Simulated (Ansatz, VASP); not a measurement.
**Cs in VASP and in Ansatz**

INCAR

```
  PREC = Accurate
  ENCUT = 520
  EDIFF = 1E-6
  ISMEAR = 1
  SIGMA = 0.6
  LREAL = F
  LASPH = T
  NELM = 80
  ALGO = Normal
  ISIF = 2
  LWAVE = F
  LCHARG = F
  GGA = CA
  NBANDS = 10
```

Contents of KPOINTS:

```
regular mesh
0
Gamma
  8 8 8
```

POSCAR

```
Cs
1.0
   -2.8840810378      2.8840810378      2.8840810378
    2.8840810378     -2.8840810378      2.8840810378
    2.8840810378      2.8840810378     -2.8840810378
Cs
1
Direct
    0.0000000000      0.0000000000      0.0000000000
```

Input for Ansatz:

```yaml
crystal:
  lattice:
    - [-2.8840810378, 2.8840810378, 2.8840810378]
    - [2.8840810378, -2.8840810378, 2.8840810378]
    - [2.8840810378, 2.8840810378, -2.8840810378]
  atoms:
    - { symbol: Cs, position: [0.0, 0.0, 0.0] }
hamiltonian:
  xc: lda
  pseudopotentials:
    kind: paw
    azcp:
      Cs: "pseudopotentials/Cs.paw.azcp"
basis:
  ecutwfc: 420
  fft_grid_basis: typed
kpoints:
  mp_grid: { grid: [8, 8, 8], shift: [0, 0, 0] }
magnetization:
  spin_polarized: false
scf:
  occupations: { method: methfessel_paxton, width: 0.6 }
  lower_state_search: "off"
output:
  stress: true
  write_density: true
  write_potential: true
  elf: true
  volumetric_format: npy
```

Alike in both runs: task single point; functional LDA; k mesh 8 × 8 × 8; occupations methfessel-paxton of order 1, width 0.6 eV; no spin polarisation.

|  | VASP | Ansatz |
| --- | --- | --- |
| version | VASP 6.6.1 | Ansatz 0.2.0 |
| potentials or method | VASP PAW LDA potentials, release 64 (Cs_sv) | plane waves (420 eV) with PAW, scalar-relativistic |
| plane-wave cutoff (eV) | 520 | 420 |
| valence electrons in the cell | 9 | 9 |

|  | VASP | Ansatz | Ansatz less VASP |
| --- | --- | --- | --- |
| pressure (GPa) | 0.0 | 0.0 | +0.01 |

Ansatz warned: «pseudo_functional_mismatch».

Spin-orbit coupling is left out, which matters for the levels of Cs.
